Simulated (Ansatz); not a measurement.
GeO$_{2}$:
```
CELL_PARAMETERS angstrom
      4.42793     0.00000     0.00000
      0.00000     4.42793     0.00000
      0.00000     0.00000     2.88427
ATOMIC_POSITIONS crystal
  Ge 0.00000 0.00000 0.00000
  Ge 0.50000 0.50000 0.50000
  O  0.30630 0.30630 0.00000
  O  0.19370 0.80630 0.50000
  O  0.69370 0.69370 0.00000
  O  0.80630 0.19370 0.50000
```

Relaxed with PBEsol.

### Question
Give the optical modes at the zone centre with their infrared activity from DFPT, DFT-PBEsol in the program Ansatz with PAW potentials.

### Answer
Transverse frequencies, without the LO–TO term; a row sums one degenerate level.

```tsv
ω (cm⁻¹)	degeneracy	IR ((D/Å)²/amu)	activity	symmetry
149	1	0.00	IR-inactive	B1g
202	1	0.00	IR-inactive	B1u
287	2	40.81	IR	Eu
348	2	1.09	IR	Eu
436	1	0.00	IR-inactive	A2g
490	1	40.99	IR	A2u
507	2	0.00	IR-inactive	Eg
624	2	35.71	IR	Eu
626	1	0.00	IR-inactive	B1u
670	1	0.00	IR-inactive	A1g
817	1	0.00	IR-inactive	B2g
```

### Question
How high does the top mode go among those that the LO–TO term moves?

### Answer
788 cm⁻¹ for q along x, 788 cm⁻¹ for q along y, 755 cm⁻¹ for q along z.

Space group P4_2/mnm (rutile). The cell was relaxed with PBEsol under the symmetry of its start; of distortions, only those at the zone centre were tested.

Potentials: the later of the program's two PAW sets.
